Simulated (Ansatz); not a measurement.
Runs of Ansatz 0.2.0 on HfC. It takes space group P6_3/mmc (No. 194, hexagonal). The conventional cell has a = 3.343 Å, b = 3.343 Å, c = 5.203 Å, α = 90.00°, β = 90.00°, γ = 120.00°. Hf (site symmetry -6m2) has 6 C at 2.33 Å as nearest neighbours. Around C (site symmetry -3m) lie 6 Hf at 2.33 Å and 2 C at 2.60 Å. The cell comes from a database or a generator and needn't be the stable form of this composition.

```csv
level,U,hubbard projectors,double counting,gap on the mesh (eV),pressure (GPa)
r2SCAN+U,Hf d U = 6 eV,ortho-atomic (the default),fll (the default),none,6.8
r2SCAN+U,Hf d U = 5 eV,ortho-atomic (the default),fll (the default),none,(b)
r2SCAN+U,Hf d U = 3 eV,ortho-atomic (the default),fll (the default),none,1.6
r2SCAN+U,Hf d U = 2 eV,ortho-atomic (the default),fll (the default),none,0.1
r2SCAN,-,-,-,none,-2.7
r2SCAN+U,Hf d U = 8 eV,ortho-atomic (the default),fll (the default),none,11.0
r2SCAN+U,Hf d U = 4 eV,ortho-atomic (the default),fll (the default),none,(a)
r2SCAN+U,Hf d U = 1 eV,ortho-atomic (the default),fll (the default),none,-1.4
```

Alike in all rows: task band structure; potentials or basis Ansatz PAW; no spin polarisation; cell as given; k mesh 9 × 9 × 5; cutoff (eV) 500; smearing fermi-dirac 0.05 eV.

**Question.** Fill in the values left out.

**Answer.** (a) 3.2; (b) 5.0.

Caveats: spin-orbit coupling is left out, which moves the levels of the heavy elements; the PAW data sets come from PBE, with cores solved anew for the run's functional, which leaves a small shift of forces and pressure; U without spin polarisation on a metal has little footing (some runs); the U is typed as a test and isn't derived for this compound (some runs).

A k mesh can miss the band edges, and the runs leave out spin-orbit coupling on Hf.

A gap of «none» marks a metal or a gap under the smearing width.
